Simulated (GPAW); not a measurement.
SnO: single point with PBE

SnO:

```
Sn O
1.0
     3.81370    0.00000    0.00000
     0.00000    3.81370    0.00000
     0.00000    0.00000    4.88691
Sn O
2 2
Direct
  0.50000 0.00000 0.76463
  0.00000 0.50000 0.23537
  0.00000 0.00000 0.00000
  0.50000 0.50000 0.00000
```

The cell is a database's computed one.

* Program: GPAW 26.7.0
* Task: single point
* Functional: PBE
* Potentials or basis: GPAW PAW data sets (gpaw-data 1.2.1)
* Cutoff: 600 eV
* Basis: pw
* k mesh: 6 × 6 × 5
* Occupations: fermi-dirac, width 0.05 eV
* Spin: no spin polarisation
* Maxiter: 120
* Convergence: default

| Quantity | Value |
| --- | --- |
| Pressure | 0.3 GPa |
| Largest force | 0.322 eV/Å |
| Band gap on the k mesh | 0.15 eV, indirect (least direct gap 2.02 eV) |

Forces on the atoms (eV/Å):
```
Sn   0.000  0.000 -0.322
Sn   0.000  0.000  0.322
O    0.000  0.000  0.000
O    0.000  0.000  0.000
```

Stress tensor (GPa, compression positive):
```
 0.48  0.00  0.00
 0.00  0.48  0.00
 0.00  0.00 -0.05
```

Levels at points of the mesh, in eV from the valence-band top:
```
           k point  band 16  band 17  band 18  band 19  band 20  band 21  band 22  band 23  band 24  band 25
(0.00, 0.00, 0.00)    -6.28    -3.49    -3.21    -3.21     0.00     2.03     4.25     4.73     4.73     5.65
(0.50, 0.00, 0.00)    -5.02    -4.87    -4.87    -2.67    -2.67     3.14     3.14     5.90     5.90     5.91
(0.50, 0.50, 0.00)    -5.15    -2.55    -2.55    -1.87    -1.87     0.15     0.15     4.47     4.47     7.12
```

Wall time 100 s on 1 thread of Intel(R) Xeon(R) Processor @ 2.50GHz (Skylake/Cascade Lake) (shared host), peak memory 0.2 GiB.

Caveat: the cutoff is short for stress and forces, so pressures can be off by a GPa or more; spin-orbit coupling is left out, which moves the levels of the heavy elements; an odd mesh through Γ misses points on the zone boundary, where band edges often lie. As with any semilocal functional, this PBE gap is likely too small.
